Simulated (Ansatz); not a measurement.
CdS (Hawleyite):

```
Cd S
1.0
     0.00000    2.95488    2.95488
     2.95488    0.00000    2.95488
     2.95488    2.95488    0.00000
Cd S
1 1
Cartesian
  0.0000 0.0000 0.0000
  4.4323 4.4323 4.4323
```

The cell isn't the ideal one: volume scaled by 1.04.

- Program: Ansatz 0.2.0
- Task: relaxation of cell and atoms
- Functional: BLYP
- Dispersion: D3(BJ)
- Potentials or basis: Ansatz PAW
- Cutoff: 420 eV (not typed: the program's choice for these potentials)
- k mesh: 8 × 8 × 8
- Occupations: fermi-dirac, width 0.05 eV
- Spin: non-collinear spin, ferromagnetic start, spin-orbit coupling
- Starting moments: [[0.354, 0.354, 0.0], [0.0, 0.0, 0.0]] μB

At the start: volume 25.80 Å³/atom.

**Question.** How do energy, volume and symmetry change on relaxing?

**Answer.** It ends after 3 steps and the volume is 25.21 Å³/atom (-2.3 %); space group F-43m (No. 216, to 0.05 Å); moment 0.00 μB per cell.

Step by step:
| step | energy change (eV) | largest force (eV/Å) | volume (Å³) |
| --- | --- | --- | --- |
| 1 | 0.0000 | 0.0000 | 51.60 |
| 2 | -0.0049 | 0.0000 | 50.42 |
| 3 | -0.0047 | 0.0000 | 50.42 |

Final structure:
```xyz
2
Lattice="0.0000 2.9321 2.9321 2.9321 0.0000 2.9321 2.9321 2.9321 0.0000" Properties=species:S:1:pos:R:3 pbc="T T T"
Cd    0.0000    0.0000    0.0000
S     4.3982    4.3982    4.3982
```

Caveat: the plane-wave basis is chosen anew once the cell has moved, so the energies of steps on either side of that aren't comparable; the PAW data sets come from PBE, with cores solved anew for the run's functional, which leaves a small shift of forces and pressure; the starting moments weren't kept.
